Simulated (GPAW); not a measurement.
# MgO (Fm-3m) in GPAW: single point with PBE

Aim: the single point of MgO with PBE.

Everything below comes from runs of GPAW 26.7.0. Logs are shortened: lines on timing, memory, paths and dates and some standing lists are left out, and cuts for length are marked. The log counts tension as positive stress, the text compression.

**Experimental background.**

From “Electronic structure of alkaline earth and post-transition metal oxides”, 2009, arxiv:0908.1581, for a bulk crystal of MgO: band gap 7.83 eV.

The results are compared with them further down.

### Step 1. The structure

The structure is cubic, space group Fm-3m (No. 225). Conventional cell: a = 4.194 Å, b = 4.194 Å, c = 4.194 Å, α = 90.00°, β = 90.00°, γ = 90.00°. Mg (site symmetry m-3m) is surrounded by 6 O at 2.10 Å. O (site symmetry m-3m) has 6 Mg at 2.10 Å as nearest neighbours.

The cell is a database's computed one.

### Step 2. Single point, PBE

The input, run.py:

```python
from ase.dft.bandgap import bandgap
from ase.io import read, write
from ase.units import GPa
from gpaw import GPAW, PW

atoms = read('MgO.xyz')

calc = GPAW(mode=PW(650),
            xc='PBE',
            kpts={'size': (9, 9, 9), 'gamma': True},
            occupations={'name': 'fermi-dirac', 'width': 0.05},
            nbands=16,
            maxiter=120,
            txt='gpaw.txt')
atoms.calc = calc
energy = atoms.get_potential_energy()
forces = atoms.get_forces()
stress = atoms.get_stress()
calc.write('gs.gpw')
write('result.traj', atoms)
print(f'Energy: {energy:.6f} eV')
print('Forces (eV/A):')
print(forces.round(4))
print('Stress (GPa):', (stress / GPa).round(3))
print('Fermi level:', round(calc.get_fermi_level(), 4), 'eV')
print(f'Gap: {bandgap(calc)[0]:.4f} eV, direct: {bandgap(calc, direct=True)[0]:.4f} eV')
```

The input, MgO.xyz:

```xyz
2
Lattice="0.0000000000 2.0970013927 2.0970013927 2.0970013927 0.0000000000 2.0970013927 2.0970013927 2.0970013927 0.0000000000" Properties=species:S:1:pos:R:3 pbc="T T T"
Mg     0.0000000000      0.0000000000      0.0000000000
O      2.0970013927      2.0970013927      2.0970013927
```

Potentials or basis: GPAW PAW data sets (gpaw-data 1.2.1), pw.

Command:

```console
> OMP_NUM_THREADS=1 python run.py
```

gpaw.txt:

```text
__  _  _
 | _ |_)|_||  |
 |__||  | ||/\| - 26.7.0

Input parameters:
  mode=PW(ecut=650.0),
  kpts=MonkhorstPack(size=(9, 9, 9), gamma=True),
  maxiter=120,
  nbands=16,
  occupations=Occupations(name='fermi-dirac', width=0.05),
  xc=XC(name='PBE')

Diagonalizing LCAO Hamiltonian
Converting LCAO to pw mode

              O

       Mg

Atoms  # Å, Bohr magnetons
|   | symbol |        x |        y |        z |    initial magnetic moments |
|---|--------|----------|----------|----------|-----------------------------|
| 0 |     Mg | 0.000000 | 0.000000 | 0.000000 | ( 0.0000,  0.0000,  0.0000) |
| 1 |      O | 2.097001 | 2.097001 | 2.097001 | ( 0.0000,  0.0000,  0.0000) |

Unit cell  # Å
| periodic |        x |        y |        z |  lengths |    angles |
|----------|----------|----------|----------|----------|-----------|
|      yes | 0.000000 | 2.097001 | 2.097001 | 2.965608 | 60.000000 |
|      yes | 2.097001 | 0.000000 | 2.097001 | 2.965608 | 60.000000 |
|      yes | 2.097001 | 2.097001 | 0.000000 | 2.965608 | 60.000000 |

Number of symmetries: 48
Symmetry operations  # r_c * U_cc + t_c -> r_c
|    | kind |            matrix            |
|----|------|------------------------------|
|  0 |  σ   |  1, 0, 0,  1, 0,-1,  1,-1, 0 |
|  1 |  C2  |  1, 0, 0,  1,-1, 0,  1, 0,-1 |
|  2 |  E   |  1, 0, 0,  0, 1, 0,  0, 0, 1 |
|  3 |  σ   |  1, 0, 0,  0, 0, 1,  0, 1, 0 |
|  4 |  C4  |  1, 0,-1,  1, 0, 0,  1,-1, 0 |
|  5 |  S6  |  1, 0,-1,  1,-1, 0,  1, 0, 0 |
|  6 |  σ   |  1, 0,-1,  0, 1,-1,  0, 0,-1 |
|  7 |  C3  |  1, 0,-1,  0, 0,-1,  0, 1,-1 |
|  8 |  S6  |  1,-1, 0,  1, 0, 0,  1, 0,-1 |
|  9 |  C4  |  1,-1, 0,  1, 0,-1,  1, 0, 0 |
| 10 |  C3  |  1,-1, 0,  0,-1, 1,  0,-1, 0 |
| 11 |  σ   |  1,-1, 0,  0,-1, 0,  0,-1, 1 |
| 12 |  σ   |  0, 1, 0,  1, 0, 0,  0, 0, 1 |
| 13 |  C4  |  0, 1, 0,  0, 1,-1, -1, 1, 0 |
| 14 |  C3  |  0, 1, 0,  0, 0, 1,  1, 0, 0 |
| 15 |  S6  |  0, 1, 0, -1, 1, 0,  0, 1,-1 |
| 16 |  C2  |  0, 1,-1,  1, 0,-1,  0, 0,-1 |
| 17 |  σ   |  0, 1,-1,  0, 1, 0, -1, 1, 0 |
| 18 |  S4  |  0, 1,-1,  0, 0,-1,  1, 0,-1 |
| 19 |  C4  |  0, 1,-1, -1, 1, 0,  0, 1, 0 |
| 20 |  C3  |  0, 0, 1,  1, 0, 0,  0, 1, 0 |
| 21 |  σ   |  0, 0, 1,  0, 1, 0,  1, 0, 0 |
| 22 |  S6  |  0, 0, 1,  0,-1, 1, -1, 0, 1 |
| 23 |  C4  |  0, 0, 1, -1, 0, 1,  0,-1, 1 |
| 24 |  S4  |  0, 0,-1,  1, 0,-1,  0, 1,-1 |
| 25 |  C3  |  0, 0,-1,  0, 1,-1,  1, 0,-1 |
| 26 |  C2  |  0, 0,-1,  0,-1, 0, -1, 0, 0 |
| 27 |  S6  |  0, 0,-1, -1, 0, 0,  0,-1, 0 |
| 28 |  S4  |  0,-1, 1,  1,-1, 0,  0,-1, 0 |
| 29 |  C4  |  0,-1, 1,  0, 0, 1, -1, 0, 1 |
| 30 |  C2  |  0,-1, 1,  0,-1, 0,  1,-1, 0 |
| 31 |  σ   |  0,-1, 1, -1, 0, 1,  0, 0, 1 |
| 32 |  C3  |  0,-1, 0,  1,-1, 0,  0,-1, 1 |
| 33 |  S6  |  0,-1, 0,  0, 0,-1, -1, 0, 0 |
| 34 |  S4  |  0,-1, 0,  0,-1, 1,  1,-1, 0 |
| 35 |  C2  |  0,-1, 0, -1, 0, 0,  0, 0,-1 |
| 36 |  C2  | -1, 1, 0,  0, 1, 0,  0, 1,-1 |
| 37 |  S6  | -1, 1, 0,  0, 1,-1,  0, 1, 0 |
| 38 |  S4  | -1, 1, 0, -1, 0, 1, -1, 0, 0 |
| 39 |  C3  | -1, 1, 0, -1, 0, 0, -1, 0, 1 |
| 40 |  S6  | -1, 0, 1,  0, 0, 1,  0,-1, 1 |
| 41 |  C2  | -1, 0, 1,  0,-1, 1,  0, 0, 1 |
| 42 |  C3  | -1, 0, 1, -1, 1, 0, -1, 0, 0 |
| 43 |  S4  | -1, 0, 1, -1, 0, 0, -1, 1, 0 |
| 44 |  C2  | -1, 0, 0,  0, 0,-1,  0,-1, 0 |
| 45 |  i   | -1, 0, 0,  0,-1, 0,  0, 0,-1 |
| 46 |  σ   | -1, 0, 0, -1, 1, 0, -1, 0, 1 |
| 47 |  C2  | -1, 0, 0, -1, 0, 1, -1, 1, 0 |

BZ-sampling:
  Number of BZ points: 729
  Number of IBZ points: 35

  Monkhorst-Pack size: [9, 9, 9]
  Monkhorst-Pack shift: [0, 0, 0]

K-points  # in reciprocal-cell coordinates
|     |                                coordinates |     weight |
|-----|--------------------------------------------|------------|
|   0 | (  0.00000000,   0.00000000,   0.00000000) | 0.00137174 |
|   1 | (  0.11111111,   0.11111111,   0.00000000) | 0.00823045 |
|   2 | (  0.11111111,   0.11111111,   0.11111111) | 0.01097394 |
|   3 | (  0.22222222,   0.11111111,   0.11111111) | 0.01646091 |
|   4 | (  0.22222222,   0.22222222,   0.00000000) | 0.00823045 |
|   5 | (  0.22222222,   0.22222222,   0.11111111) | 0.03292181 |
|   6 | (  0.22222222,   0.22222222,   0.22222222) | 0.01097394 |
|   7 | (  0.33333333,   0.22222222,   0.11111111) | 0.03292181 |
|   8 | (  0.33333333,   0.22222222,   0.22222222) | 0.03292181 |
|   9 | (  0.33333333,   0.33333333,  -0.33333333) | 0.01646091 |
| ... |                                            |            |
|  34 | (  0.44444444,   0.44444444,   0.44444444) | 0.01097394 |

Plane wave coefficients: 725
Cutoff: 650.0 eV

Spin-components: 1 (collinear spins)
Bands:           16
Projectors:      10
Spin-degeneracy: 2
Datatype:        complex128

Parallelization:
  kpt:    1
  domain: 1
  band:   1

Density:
  Valence electrons: 16.0
  Components: 1
  Grid points: [18 18 18]
  Charge: 0.0  # |e|

Potential:
  Grid points: [18 18 18]

species:
  Mg:
    name:    Magnesium
    Z:       12.0
    valence: 10
    core:    2
    charge:  0.0  # [|e|]
    compensation charges:
      type: gauss
      rc: 0.33  # [Å]
      lmax: 2
    cutoffs:
      filter: 1.86  # [Å]
      core: 0.54  # [Å]
    projectors
    | kind |    occ | energy [eV] | rcut [Å] |
    |------|--------|-------------|----------|
    |   2s |  2.000 |     -79.840 |    1.090 |
    |   3s |  2.000 |      -4.705 |    1.090 |
    |   2p |  6.000 |     -46.613 |    1.085 |
    |   3p |  0.000 |      -1.330 |    1.085 |
    |    d |        |       0.000 |    1.037 |

    Using partial waves for Mg as LCAO basis

  O:
    name:    Oxygen
    Z:       8.0
    valence: 6
    core:    2
    charge:  0.0  # [|e|]
    compensation charges:
      type: gauss
      rc: 0.21  # [Å]
      lmax: 2
    cutoffs:
      filter: 1.17  # [Å]
      core: 0.83  # [Å]
    projectors
    | kind |    occ | energy [eV] | rcut [Å] |
    |------|--------|-------------|----------|
    |   2s |  2.000 |     -23.961 |    0.688 |
    |   2p |  4.000 |      -9.029 |    0.598 |
    |    s |        |       3.251 |    0.688 |
    |    p |        |      18.182 |    0.598 |
    |    d |        |       0.000 |    0.619 |

    Using partial waves for O as LCAO basis

Reference energy: -7490.497190  # eV

eigensolver:
  PPCG
  Converge bands: occupied
  niter=2

density mixing:
  MSR1-Mixer
  Pratt-step length: 0.05
  Maximum mixing coefficient: 0.75
  Old densities: 10
  SVD Regularization: 0.005
  Good broyden scale: 1.0
  Trust region scale: 1.0
  Backstep threshold: 4.0
  History deletion threshold: 6.0
  Fourier metric: weight=20.0, sigma=0.015

occupation numbers:
  Fermi-Dirac:
    width: 0.0500  # eV

poisson solver:
  ecut: 5200.0  # eV

xc functional:
  name: PBE with 2 nearest neighbor stencil

convergence criteria:
- Maximum [total energy] change in last 3 cyles: 0.0005 eV / valence electron
- Maximum integral of absolute [dens]ity change: 0.0001 electrons / valence electron
- Maximum integral of absolute [eigenst]ate change: 4e-08 eV^2 / valence electron
maximum number of iterations: 120

SCF iterations
|iter     | |      energy | eigst |  dens |
|---------|-|-------------|-------|-------|
|iter:   1| |  -13.476707 | +0.12 |       |
|iter:   2| |  -13.122589 | -2.15 | -0.99 |
|iter:   3| |  -12.150871 | -1.39 | -1.04 |
|iter:   4| |  -12.156471 | -3.11 | -1.59 |
|iter:   5| |  -12.161960 | -3.07 | -1.85 |
|iter:   6| |  -12.162018c| -5.31 | -3.02 |
|iter:   7| |  -12.162036c| -6.21 | -3.39 |
|iter:   8| |  -12.162036c| -8.00c| -4.39c|

Converged in 8 steps
Energy contributions relative to reference atoms: (reference = -7490.497190)

Energy contributions:
  Kinetic:          12.936529
  Coulomb:         -10.813011
  Zero:              0.146680
  External:          0.000000
  Xc:              -14.432235
  Entropy:          -0.000000
  Spinorbit:         0.000000
  ----------------------------
  Free energy:     -12.162036
  Extrapolated:    -12.162036

dipole moment: (-6.014531, -6.014531, -6.014531)  # |e|*Ang

Fermi level: 5.940
Eigenvalues  # (at kpt = [0.000, 0.000, 0.000])
| band index |      eig [eV] | occ [0-2] |
|------------|---------------|-----------|
|          0 |       -67.345 |     2.000 |
|          1 |       -34.089 |     2.000 |
|          2 |       -34.089 |     2.000 |
|          3 |       -34.089 |     2.000 |
|          4 |       -12.277 |     2.000 |
|          5 |         5.009 |     2.000 |
[... 8 lines left out ...]
|         14 |        26.673 |     0.000 |
|         15 |        29.620 |     0.000 |

Gap: 4.893 eV
Transition (v -> c):
  (s=0, k=0, n=7, [0.00, 0.00, 0.00]) -> (s=0, k=0, n=8, [0.00, 0.00, 0.00])
No difference between direct/indirect transitions

Forces  # eV/Ang
|       x |        y |        z |
|---------|----------|----------|
| 0.00000 |  0.00000 | -0.00000 |  # Mg   0
| 0.00000 | -0.00000 | -0.00000 |  # O    1

Stress tensor  # eV/Ang^3
|         x |         y |         z |
|-----------|-----------|-----------|
| -0.028959 |  0.000000 |  0.000000 |
|  0.000000 | -0.028959 |  0.000000 |
|  0.000000 |  0.000000 | -0.028959 |

# Writing to gs.gpw (mode='')
```

Wall time 6.1 s (1 thread of Intel Xeon 6975P-C (Granite Rapids), shared host); peak memory 0.14 GiB.

Results:

| Item | Value |
| --- | --- |
| Free energy | -12.1620 eV |
| Pressure | 4.6 GPa |
| Band gap on the k mesh | 4.89 eV, direct |

Caveat: the cutoff is short for stress and forces, so pressures can be off by a GPa or more.

### Step 3. Against experiment

Step 2. A measured gap of MgO is 7.83 eV (quoted in “Electronic structure of alkaline earth and post-transition metal oxides”, 2009, arxiv:0908.1581); the calculated 4.89 eV misses it by -2.94 eV. The value is that of PBE, without temperature or zero-point motion. Semilocal functionals fall short of measured gaps as a rule. The cell is a database's relaxed one, not the measured one, which moves gaps too.
